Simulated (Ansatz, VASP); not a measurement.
## BaTiO3 in VASP and in Ansatz

```
CELL_PARAMETERS angstrom
3.98528 0.00000 0.00000
0.00000 3.98528 0.00000
0.00000 0.00000 4.20195
ATOMIC_POSITIONS crystal
Ba 0.00000 0.00000 0.98933
Ti 0.50000 0.50000 0.47209
O 0.50000 0.50000 0.04085
O 0.50000 0.00000 0.52037
O 0.00000 0.50000 0.52037
```

Alike in both runs: functional PBE; k mesh 6 × 6 × 6; occupations gaussian, width 0.05 eV; no spin polarisation.

Ansatz relaxed the structure, and its values are those at the end. VASP's run is a single point on that final structure, the one shown.

```csv
,VASP,Ansatz
version,VASP 6.6.1,Ansatz 0.2.0
potentials or method,"VASP PAW PBE potentials, release 64 (Ba_sv, Ti_sv, O)","scalar-relativistic, plane waves, PAW"
plane-wave cutoff (eV),520,420
valence electrons in the cell,40,40
```

```csv
,VASP,Ansatz,Ansatz less VASP
gap on the k mesh at the Fermi level (eV),1.79,1.84,+0.056
least direct gap on the mesh (eV),2.36,2.39,+0.035
pressure (GPa),1.6,0.0,-1.59
rms of the force components (eV/Å),0.033,0.001,-0.0324
```

Caveats: spin-orbit coupling is left out, which moves the levels of the heavy elements. A k mesh can miss the band edges.
